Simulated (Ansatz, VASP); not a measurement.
# Two plane-wave programs on KBr

The input INCAR:

```
SYSTEM = KBr
PREC = Accurate
ENCUT = 520
EDIFF = 1E-7
ISMEAR = 0
SIGMA = 0.02
LREAL = .False.
LASPH = .True.
NELM = 100
ALGO = Normal
ISIF = 2
LWAVE = .False.
LCHARG = .True.
GGA = PE
LELF = .True.
LVHAR = .True.
NBANDS = 15
```

File KPOINTS:

```
regular mesh
0
Gamma
  6 6 6
  0 0 0
```

The input POSCAR:

```
KBr
1.0
    0.0000000000      3.2925000000      3.2925000000
    3.2925000000      0.0000000000      3.2925000000
    3.2925000000      3.2925000000      0.0000000000
K Br
1 1
Direct
    0.0000000000      0.0000000000      0.0000000000
    0.4681457859      0.4893242217      0.5952194381
```

Input for Ansatz:

```yaml
crystal:
  lattice:
    - [0.0, 3.2925, 3.2925]
    - [3.2925, 0.0, 3.2925]
    - [3.2925, 3.2925, 0.0]
  atoms:
    - { symbol: K, position: [0.0, 0.0, 0.0] }
    - { symbol: Br, position: [0.4681457859, 0.4893242217, 0.5952194381] }
basis:
  ecutwfc: 420
kpoints:
  mp_grid: { grid: [6, 6, 6] }
hamiltonian:
  xc: pbe
scf:
  occupations: { method: gaussian, width: 0.02 }
output:
  forces: true
  stress: true
  eigenvalues: true
```

Change from the starting cell: one atom moved.

Alike in both runs: task single point; functional PBE; k mesh 6 × 6 × 6; occupations gaussian, width 0.02 eV; no spin polarisation.

```csv
,VASP,Ansatz
version,VASP 6.6.1,Ansatz 0.2.0
potentials or method,"VASP PAW PBE potentials, release 64 (K_sv, Br)","scalar-relativistic, plane waves, PAW"
plane-wave cutoff (eV),520,420
valence electrons in the cell,16,16
```

VASP gave:

| Item | Value |
| --- | --- |
| gap on the k mesh at the Fermi level (eV) | 4.48 |
| least direct gap on the mesh (eV) | 4.48 |
| pressure (GPa) | 1.7 |
| largest component of the traceless stress (GPa) | 0.69 |
| rms of the force components (eV/Å) | 0.293 |

**Question.** What did Ansatz give for the same quantities?

**Answer.** gap on the k mesh at the Fermi level (eV): 4.48; least direct gap on the mesh (eV): 4.48; pressure (GPa): 1.6; largest component of the traceless stress (GPa): 0.68; rms of the force components (eV/Å): 0.288.

Atom by atom the forces differ by 0.004 eV/Å (rms over components).
